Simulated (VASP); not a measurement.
Here is a VASP 6.6.1 calculation.

INCAR

```
SYSTEM = CoO
PREC = Accurate
ENCUT = 520
EDIFF = 1E-7
ISMEAR = 0
SIGMA = 0.05
LREAL = .FALSE.
LASPH = .TRUE.
NELM = 150
ALGO = Normal
ISIF = 2
LWAVE = .FALSE.
LCHARG = .FALSE.
ISPIN = 2
MAGMOM = 2 -2 0 0
LORBIT = 11
LMAXMIX = 4
LDAU = .TRUE.
LDAUTYPE = 2
LDAUL = 2 -1
LDAUU = 6 0
LDAUJ = 0 0
LDAUPRINT = 1
GGA = CA
NBANDS = 27
```

KPOINTS

```
Automatic mesh
0
G
  7 4 7
  0 0 0
```

File POSCAR:

```
CoO
1.0
    1.4281496200      2.4736276900      0.0000000000
   -4.2844488400      2.4736276900      0.0000000000
    0.0000000000      0.0000000000      2.7876065300
Co O
2 2
Direct
    0.0000000000      0.0000000000      0.0000000000
    0.5000000000      0.5000000000      0.0000000000
    0.5000000000      0.8333333333      0.5000000000
    0.0000000000      0.3333333333      0.5000000000
```

Potentials or basis: VASP PAW LDA potentials, release 64 (Co, O).

Command:

```bash
$ cat potpaw_LDA.64/Co/POTCAR potpaw_LDA.64/O/POTCAR > POTCAR
$ mpirun -np 1 vasp_std > vasp.out
```

**Question.** Predict the net moment.

**Answer.** 0.00 μB per cell.

**Question.** Estimate the pressure.

**Answer.** -16.6 GPa.

**Question.** What does it give for the largest force?

**Answer.** 0.212 eV/Å.

**Question.** What does it give for the site moments?

**Answer.** Co +2.72, -2.72; O +0.07, -0.07 μB.

Stress tensor (GPa, compression positive):
```
 -9.92   1.36   0.00
  1.36  -8.35   0.00
  0.00   0.00 -31.44
```

 The state reached can hang on the start; a lower one may exist.
